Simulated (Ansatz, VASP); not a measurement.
# SnSe in VASP and in Ansatz

Contents of INCAR:

```
PREC = Accurate
ENCUT = 520
EDIFF = 1E-7
ISMEAR = -1
SIGMA = 0.02
LREAL = F
LASPH = T
NELM = 60
ALGO = Normal
ISIF = 2
LWAVE = F
LCHARG = T
GGA = PE
LELF = T
LVHAR = T
NBANDS = 17
```

Contents of KPOINTS:

```
regular mesh
0
Gamma
  9 9 9
```

The input POSCAR:

```
SnSe
1.0
    0.0000000000      2.9197000000      3.0100000000
    2.9197000000      0.0000000000      3.0100000000
    2.9197000000      2.9197000000      0.0000000000
Sn Se
1 1
Direct
    0.0000000000      0.0000000000      0.0000000000
    0.5000000000      0.5000000000      0.5000000000
```

Input for Ansatz:

```yaml
crystal:
  lattice:
    - [0.0, 2.9197, 3.01]
    - [2.9197, 0.0, 3.01]
    - [2.9197, 2.9197, 0.0]
  atoms:
    - { symbol: Sn, position: [0.0, 0.0, 0.0] }
    - { symbol: Se, position: [0.5, 0.5, 0.5] }
kpoints:
  mp_grid: { grid: [9, 9, 9] }
  band_path:
    path:
      - [0.0, 0.0, 0.0]
      - [0.0, 0.5, 0.5]
      - [0.25, 0.75, 0.5]
      - [0.0, 0.5, 0.0]
      - [0.0, 0.0, 0.0]
      - [0.5, 0.5, 0.0]
      - [0.3676125, 0.6323875, 0.0]
      - [-0.3676125, 0.3676125, 0.0]
      - [0.0, 0.0, 0.0]
    npoints: 5
scf:
  occupations: { method: fermi_dirac, width: 0.02 }
hamiltonian:
  xc: pbe
  pseudopotentials: { kind: all_electron, lapw: { basis_error: 0.00025 } }
output:
  forces: true
  stress: true
  eigenvalues: true
```

Change from the starting cell: equal xx and yy strain of -3 %.

Alike in both runs: task single point; functional PBE; k mesh 9 × 9 × 9; occupations fermi-dirac, width 0.02 eV; no spin polarisation.

|  | VASP | Ansatz |
| --- | --- | --- |
| version | VASP 6.6.1 | Ansatz 0.2.0 |
| potentials or method | VASP PAW PBE potentials, release 64 (Sn_d, Se) | all-electron LAPW, scalar-relativistic |
| plane-wave cutoff (eV) | 520 | see its input |

|  | VASP | Ansatz | Ansatz less VASP |
| --- | --- | --- | --- |
| pressure (GPa) | 4.9 | 4.8 | -0.02 |
| largest component of the traceless stress (GPa) | 3.06 | 3.05 | -0.013 |

Ansatz ran all-electron here, so the differences hold the error of VASP's frozen core and of both bases.

Caveats: spin-orbit coupling is left out, which moves the levels of the heavy elements; an odd mesh through Γ misses points on the zone boundary, where band edges often lie.
